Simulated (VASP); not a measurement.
Write the native input for VASP 6.6.1 that does the following.

| Quantity | Value |
| --- | --- |
| Task | single point |
| Functional | PBE |
| Potentials or basis | VASP PAW PBE potentials, release 64 (Mn_pv) |
| Cutoff | 520 eV |
| k mesh | 8 × 8 × 8 |
| Occupations | gaussian, width 0.1 eV |
| Spin | collinear spin, typed start |
| Starting moments | [4.0] μB |
| Dipole correction | no |
| Further INCAR settings | ALGO = Fast; EDIFF = 1e-07; NBANDS = 16 |

The structure of Mn lies in POSCAR:

```
Mn
1.0
   -1.3932737400      1.3932737400      1.3932737400
    1.3932737400     -1.3932737400      1.3932737400
    1.3932737400      1.3932737400     -1.3932737400
Mn
1
Direct
    0.0000000000      0.0000000000      0.0000000000
```

This isn't the form of Mn at room conditions, which is a 58-atom cubic cell.

The input as run:

INCAR

```
SYSTEM = Mn
PREC = Accurate ; ENCUT = 520
EDIFF = 1E-7 ; ISMEAR = 0
SIGMA = 0.1 ; LREAL = .False.
LASPH = .True. ; NELM = 150
ALGO = Fast ; ISIF = 2
LWAVE = .False. ; LCHARG = .False.
ISPIN = 2 ; MAGMOM = 4
LORBIT = 11 ; LMAXMIX = 4
GGA = PE ; NBANDS = 16
```

KPOINTS

```
Automatic mesh
0
Gamma
  8 8 8
  0 0 0
```

Potentials or basis: VASP PAW PBE potentials, release 64 (Mn_pv).

Run with:

```console
$ cat potpaw_PBE.64/Mn_pv/POTCAR > POTCAR
$ mpirun -np 1 vasp_std > vasp.out
```

It gave:

* Pressure: 1.0 GPa
* Band gap on the k mesh: none (metal or under the smearing width)
* Net moment: 0.70 μB per cell
* Site moments: Mn +0.70 μB
* Valence electrons inside the program's atomic spheres: Mn 11.96

Caveat: the k mesh is coarse (spacing up to 0.40 Å⁻¹), so the values aren't converged; the moment fell far below its start of 4 μB, so a state of higher moment may lie lower in energy.

Wall time 13 s on 1 thread of Intel(R) Xeon(R) Platinum 8488C (Sapphire Rapids), with other jobs on the host, peak memory 0.12 GiB.
